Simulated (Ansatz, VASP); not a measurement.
# GaN: VASP beside Ansatz

Wanted: the spread between two codes on one cell, functional and k mesh. The cell is taken from a series of VASP runs on this material, whose earlier steps may have relaxed, scaled or displaced it; both programs get it as it stands.

Calculated with Ansatz 0.2.0; plane waves, with VASP 6.6.1 beside it; band structure at HSE06.

## (1) The starting structure

It takes space group P6_3mc (No. 186, hexagonal). The conventional cell has a = 3.190 Å, b = 3.190 Å, c = 5.189 Å, α = 90.00°, β = 90.00°, γ = 120.00°. Nearest to Ga lie 4 N at 1.95 Å. N has 4 Ga at 1.95 Å nearest. Farther neighbours and most contacts between anions are not listed.

## (2) Ansatz: band structure, HSE06

Ansatz runs on its default PAW (the set named soft_2) files.

The same path points are solved in both programs, so levels can be compared one by one.

input.yaml reads:

```yaml
crystal:
  lattice:
    - [3.19, 0.0, 0.0]
    - [-1.595, 2.7626210381, 0.0]
    - [0.0, 0.0, 5.189]
  atoms:
    - { symbol: Ga, position: [0.3333333333, 0.6666666667, 0.5] }
    - { symbol: Ga, position: [0.6666666667, 0.3333333333, 0.0] }
    - { symbol: "N", position: [0.3333333333, 0.6666666667, 0.875] }
    - { symbol: "N", position: [0.6666666667, 0.3333333333, 0.375] }
hamiltonian:
  xc: { exchange: pbe, correlation: pbe, exx: { coeff: 0.25, omega: 0.2 } }
  pseudopotentials: { kind: paw }
kpoints:
  mp_grid: { grid: [5, 5, 3] }
  band_path:
    path:
      - [0.0, 0.0, 0.0]
      - [0.44444, 0.0, 0.0]
      - [0.38889, 0.22222, 0.0]
      - [0.18519, 0.18519, 0.0]
      - [0.0, 0.0, 0.11111]
      - [0.0, 0.0, 0.5]
      - [0.44444, 0.0, 0.5]
      - [0.38889, 0.22222, 0.5]
      - [0.18519, 0.18519, 0.5]
      - [0.5, 0.0, 0.38889]
      - [0.33333, 0.33333, 0.0]
      - [0.33333, 0.33333, 0.5]
    npoints: 1
scf:
  occupations: { method: gaussian, width: 0.03 }
  n_extra_bands: 8
output:
  forces: true
  stress: true
  eigenvalues: true
```

The run is started by

```
$ ansatz run input.yaml --threads 4 --pin off --max-ram 9216MiB --backend cpu --events-out ev --progress --plain --runs-dir out
```

Numbers of over 12 decimals in the logs are rounded to 6 here.

Output:

```text
Warning: output.stress: scf.convergence.dr2_threshold = 1e-7 eV (the SCF's general default) is looser than the 4e-10 eV advised for a printed stress (1e-10 eV for each atom of the cell: 4). What an SCF threshold leaves in a stress goes as its square root, and in the free energy as the threshold itself, and one threshold admits the most on a small cell: [figures from the program's tests cut] Set scf.convergence.dr2_threshold to 4e-10 eV or tighter. The threshold is an SCF's pass mark: one that does not reach it within its budget of iterations ends unconverged, or closes short of it on a stop that the run arms, and scf.convergence.dr2_threshold's page says what that costs each kind of run
Warning: output.stress: scf.exx.energy_threshold = 1e-6 eV is looser than the 4e-8 eV advised for a stress under a hybrid functional (1e-8 eV for each atom of the cell: 4). Every SCF of the exchange loop can meet its threshold on dr2 while the loop round them stops early: no threshold on dr2 bounds what that leaves in the stress. Set scf.exx.energy_threshold to 4e-8 eV or tighter. The threshold is the loop's pass mark: a loop that does not reach it within its budget of cycles ends unconverged, and scf.exx.energy_threshold's page has the law
scf.n_extra_bands = 8 over 18 filled bands (N_el = 36.0): the run solves 26 bands
Engine: ansatz 0.2.0, x86_64-unknown-linux-gnu
Pseudopotentials: kind: paw
Pseudopotential: Ga, paw, valence charge 13, recommended cutoff 420 eV (normal), Ga.paw.azcp
Pseudopotential: N, paw, valence charge 5, recommended cutoff 420 eV (normal), N.paw.azcp
Functional definition: unnamed
  parameter a_1 = 0.25
  parameter omega_1 = 0.2/angstrom
  exchange = pbe_x + (-a_1)*pbe_x_sr(omega_1) + a_1*exact_x_sr(omega_1)
  correlation = pbe_c
Crystal: 4 atoms, lattice volume = 45.729 Å³
Basis set: ecut = 420 eV, 917 PW (Γ), exchange–correlation on 48×48×72 points (8 copies of the dense FFT grid, shifted against one another)
Bands: 26, of which v1, the nominal top of the filled ones, is band 18 counted from 1 (17 counted from 0)
Symmetry: 12 space group operations
Space group: P63mc (ITA 186), of the structure as read, at distance tolerance 3.6e-5 Å
k-points: 10 of 75 (time reversal used)
Non-local potential: Ga, projectors of the file, l = 0: 2, l = 1: 2, l = 2: 3, l = 3: 1
Non-local potential: N, projectors of the file, l = 0: 2, l = 1: 2, l = 2: 1
PAW form: soft (Blöchl's): semilocal exchange-correlation on the pseudo side does not see the compensation charge
PAW frozen core: Ga, regenerated for the run's functional, and the local potential with it (the file was generated under x = pbe(κ = 0.804, μ = 0.219515), c = pbe(β = 0.066725))
PAW frozen core: N, regenerated for the run's functional, and the local potential with it (the file was generated under x = pbe(κ = 0.804, μ = 0.219515), c = pbe(β = 0.066725))
PAW one-centre angular grid: Ga, 590 points (default); XC on 64 Gauss nodes
PAW one-centre angular grid: N, 110 points (default); XC on 64 Gauss nodes
Initial density: superposition of atomic densities (neutral atoms: chi_scale 0, normalization atom), corrected by the library's trained network
Initial wavefunctions: pseudopotential atomic-orbital guess
Functional: x = pbe(κ = 0.804, μ = 0.219515), c = pbe(β = 0.066725), warm-up for x = pbe(κ = 0.804, μ = 0.219515) + 0.25 (exact − pbe) at short range (hse, ω = 0.2 Å⁻¹), c = pbe(β = 0.066725)
SCF iter   1: F=—  HF=-8335.805124 eV  |F-HF|=—  |Δ(HF+E_count)|=         —  Δρ=8.54e-4  dr2=1.26e-4  ethr=1.77e-3  ⟨swp⟩=2.0  Hψ=1648  notcnv=0
preconditioner: auto → none  [insulator: Δε(μ)=1.883 eV  Ē_g=18.793 eV  σ=0.030 eV  W_gap=1.00  n_scr=22 (ndim 8)  ℏωp=32.9 eV  f_vac=0.009  D(μ)=0.00/eV (n_scr^D=0)]
SCF iter   2: F=-8335.805471 eV  HF=-8335.805367 eV  |F-HF|=1.03e-4  |Δ(HF+E_count)|=   2.44e-4  Δρ=3.97e-4  dr2=2.73e-5  ethr=3.51e-7  ⟨swp⟩=4.3  Hψ=751  notcnv=0
SCF 1 stopped early in 2 iterations: F = -8335.805471 eV  dr2 = 2.73e-5
  greatest PAW one-centre occupation: 0.995 electrons in one spin orbital (limit 2), on the Ga atom at site 1 (counted from 0), in its partial waves of l = 2
Initial density: handed on by an earlier stage of this run
Initial wavefunctions: those handed on with the density
Functional: x = pbe(κ = 0.804, μ = 0.219515) + 0.25 (exact − pbe) at short range (hse, ω = 0.2 Å⁻¹), c = pbe(β = 0.066725)
Exchange kernel: α = 0.2500, screened, ω = 0.2000 Å⁻¹, Wigner–Seitz truncation, v(0) = 1108.1286 eV·Å³, q-mesh 5×5×3, nearest image of the exchange supercell L = 15.57 Å, pair-density grid 18×18×30, without the augmentation charges, whose exchange is taken in its separable form by FFT convolution over the k-point mesh (sized by the pseudopotential files, 20×20×36 at the most), smooth part of the exact exchange by density-matrix convolution
Frozen-core exchange: fock
SCF iter   1: F=—  HF=-8336.824638 eV  |F-HF|=—  |Δ(HF+E_count)|=         —  Δρ=1.75e-2  dr2=5.53e-2  ethr=7.58e-7  ⟨swp⟩=6.0  Hψ=1314  notcnv=0
preconditioner: auto → none  [insulator: Δε(μ)=3.123 eV  Ē_g=22.030 eV  σ=0.030 eV  W_gap=1.00  n_scr=22 (ndim 8)  ℏωp=32.9 eV  f_vac=0.010  D(μ)=0.00/eV (n_scr^D=0)]
SCF iter   2: F=—  HF=-8336.797866 eV  |F-HF|=—  |Δ(HF+E_count)|=   2.68e-2  Δρ=4.31e-3  dr2=6.01e-3  ethr=7.58e-7  ⟨swp⟩=4.0  Hψ=945  notcnv=0
SCF iter   3: F=—  HF=-8336.813756 eV  |F-HF|=—  |Δ(HF+E_count)|=   1.59e-2  Δρ=4.37e-3  dr2=3.22e-3  ethr=7.58e-7  ⟨swp⟩=4.0  Hψ=948  notcnv=0
SCF iter   4: F=—  HF=-8336.813274 eV  |F-HF|=—  |Δ(HF+E_count)|=   4.82e-4  Δρ=1.49e-3  dr2=3.54e-4  ethr=7.58e-7  ⟨swp⟩=3.4  Hψ=626  notcnv=0
SCF iter   5: F=—  HF=-8336.813568 eV  |F-HF|=—  |Δ(HF+E_count)|=   2.94e-4  Δρ=4.76e-4  dr2=6.89e-5  ethr=7.58e-7  ⟨swp⟩=3.6  Hψ=488  notcnv=0  defer=1
SCF iter   6: F=—  HF=-8336.813548 eV  |F-HF|=—  |Δ(HF+E_count)|=   1.96e-5  Δρ=1.62e-4  dr2=1.61e-5  ethr=1.84e-7  ⟨swp⟩=3.0  Hψ=622  notcnv=0
iter 7 solved again at ethr=5.20e-10 eV; its pass at ethr=3.78e-8 eV (dr2=1.87e-7 eV) is discarded
SCF iter   7: F=-8336.813544 eV  HF=-8336.813544 eV  |F-HF|=1.88e-7  |Δ(HF+E_count)|=   4.40e-6  Δρ=2.46e-5  dr2=2.66e-6  ethr=5.20e-10  ⟨swp⟩=4.3  Hψ=1168  notcnv=0  defer=2
SCF 2 stopped early in 7 iterations: F = -8336.813544 eV  dr2 = 2.66e-6
  Residual-converged pass: ⟨swp⟩=3.0  Hψ=577  notcnv=0  max |occ|·‖R‖ = 6.4e-6 eV (tolerance 6.7e-6 eV)  dr2=2.66e-6  dr2_onsite=1.39e-7  max |Δocc| = 0.0e0
  greatest PAW one-centre occupation: 0.996 electrons in one spin orbital (limit 2), on the Ga atom at site 1 (counted from 0), in its partial waves of l = 2
hybrid outer 1: dexx = +1.767e-2 eV, tail = 5.51e-5 eV
Exchange kernel: α = 0.2500, screened, ω = 0.2000 Å⁻¹, Wigner–Seitz truncation, v(0) = 1108.1286 eV·Å³, q-mesh 5×5×3, nearest image of the exchange supercell L = 15.57 Å, pair-density grid 18×18×30, without the augmentation charges, whose exchange is taken in its separable form by FFT convolution over the k-point mesh (sized by the pseudopotential files, 20×20×36 at the most), smooth part of the exact exchange by density-matrix convolution
Frozen-core exchange: fock
SCF iter   1: F=—  HF=-8336.813002 eV  |F-HF|=—  |Δ(HF+E_count)|=         —  Δρ=5.61e-5  dr2=8.63e-7  ethr=7.65e-7  ⟨swp⟩=4.0  Hψ=609  notcnv=0
preconditioner: auto → none  [insulator: Δε(μ)=3.175 eV  Ē_g=21.861 eV  σ=0.030 eV  W_gap=1.00  n_scr=22 (ndim 8)  ℏωp=32.9 eV  f_vac=0.012  D(μ)=0.00/eV (n_scr^D=0)]
SCF iter   2: F=—  HF=-8336.813004 eV  |F-HF|=—  |Δ(HF+E_count)|=   1.76e-6  Δρ=1.52e-5  dr2=4.09e-8  ethr=2.01e-9  ⟨swp⟩=4.0  Hψ=783  notcnv=0
SCF iter   3: F=—  HF=-8336.813004 eV  |F-HF|=—  |Δ(HF+E_count)|=   2.57e-8  Δρ=7.17e-6  dr2=1.05e-8  ethr=1.08e-10  ⟨swp⟩=3.9  Hψ=713  notcnv=0
SCF iter   4: F=—  HF=-8336.813004 eV  |F-HF|=—  |Δ(HF+E_count)|=   7.41e-9  Δρ=4.02e-6  dr2=2.39e-9  ethr=2.75e-11  ⟨swp⟩=2.3  Hψ=477  notcnv=0
SCF iter   5: F=-8336.813004 eV  HF=-8336.813004 eV  |F-HF|=3.67e-10  |Δ(HF+E_count)|=   1.60e-9  Δρ=1.22e-6  dr2=4.06e-10  ethr=4.83e-12  ⟨swp⟩=3.0  Hψ=466  notcnv=0
SCF 3 converged in 5 iterations: F = -8336.813004 eV  dr2 = 4.06e-10
  Residual-converged pass: ⟨swp⟩=3.0  Hψ=598  notcnv=0  max |occ|·‖R‖ = 4.6e-7 eV (tolerance 6.3e-7 eV)  dr2=4.29e-10  dr2_onsite=2.33e-10  max |Δocc| = 0.0e0
  greatest PAW one-centre occupation: 0.996 electrons in one spin orbital (limit 2), on the Ga atom at site 0 (counted from 0), in its partial waves of l = 2
hybrid outer 2: dexx = +6.521e-7 eV, tail = 2.51e-8 eV, Δε = 2.92e-3 eV (about 7.39e-5 eV left of the loop's levels), ΔF = 1.16e-4 eV/Å (tail 8.06e-5)
NSCF: frozen V_eff on 12 k-points
hybrid SCF converged: 2 outer / 12 inner (+2 warm-up), last move |dexx| = 6.52e-7 eV, tail = 2.51e-8 eV
Stability not checked: this state was not tested for a lower state beside it, because the functional holds exact exchange (a hybrid, or Hartree-Fock), whose exchange loop this test does not read (fock_operator; see scf.lower_state_search)
Free energy (F): -8336.813003 eV
Frozen-core exchange: fock
Harris-Foulkes:  -8336.813003 eV  (|F-HF|=3.67e-10)
Internal energy: -8336.813003 eV  (E = F + TS)
E sigma→0 (E₀):  -8336.813003 eV
Fermi energy:    10.439344 eV
--- Per-component energies (eV) ---
  E_band       = -93.258852
  E_kinetic    = 493.482462
  E_local      = -3912.714293  (includes V_loc(G=0)·N_el)
  E_nonlocal   = 949.726179
  E_hartree    = 1807.898937
  E_xc         = -206.772649
  E_vxc        = -213.977026  (∫ρ·V_xc dr)
  E_exx        = -124.570945  (= α·E_x^exact, valence–valence)
  E_paw        = -4171.536513  (= ΣΔE_a)
  E_vpaw       = -776.433393  (= ΣTr[D̂ρ^β])
  E_aug_tail   = 0.000122  (compensation charges beyond the density's cutoff)
  E_ewald      = -3172.508547
  E_core_change = 0.182250  (= ΣΔE_core)
  E_smearing   = -0.000000  (= −TS)
  E_closure    = -0.000006  (closes the sum)
  Σ components = -8336.813003   (vs F -8336.813003, Δ=1.82e-12)
--- Forces (eV/Å), atoms counted from 1 ---
  atom   1  Ga    -0.00000000     0.00000000    -0.13932303
  atom   2  Ga     0.00000000    -0.00000000    -0.13932303
  atom   3  N      0.00000000     0.00000000     0.13931154
  atom   4  N     -0.00000000    -0.00000000     0.13931154
  max |Σ_I F_I| component: 2.30e-5 eV/Å
--- Stress (GPa, compression-positive) ---
       -1.447568       0.000000       0.000000
        0.000000      -1.447568       0.000000
        0.000000       0.000000      -0.497761
  P = ⅓ Tr σ = -1.1310 GPa (-11.310 kbar)
--- Band table (eV; the first three rows and the last of 10) ---
  k-point 0: bands = [... 14 lower, 7.7215, 8.7924, 8.8518, 8.8518, 12.0268, 14.5457, 19.8145, 20.3223, ... 4 higher]
  k-point 1: bands = [... 14 lower, 7.9928, 7.9928, 8.5574, 8.5574, 13.7599, 14.6921, 19.1310, 19.5087, ... 4 higher]
  k-point 2: bands = [... 14 lower, 6.5660, 6.9928, 8.3412, 8.4949, 13.9785, 16.1623, 18.2011, 19.1377, ... 4 higher]
  k-point 9: bands = [... 14 lower, 4.5473, 5.7421, 6.4662, 7.1915, 15.5307, 16.7915, 17.9934, 18.2689, ... 4 higher]
```

Run time: 15 s. Hardware: 4 threads of AMD EPYC 9B45 (Zen 5), shared host; peak memory 0.85 GiB; 51 s of CPU time.

Reading the cycles: dr2 is the Hartree energy of the density residual (eV), the measure of convergence; HF is the Harris–Foulkes estimate of the energy, which meets the free energy F at convergence.

[end of part 1 of 2]

[Lines on the potential files, build, host, timing and source positions are cut from VASP's logs without a mark.]

[Logs are printed without paths, hosts, clocks, repeated set-up lines and the standing remarks that a program may print on its own settings, such as how far it seeks lower states.]

[Hosts, paths, dates, database ids (printed as entryN), source tags and the programs' standing remarks are cut or masked in the printed files.]
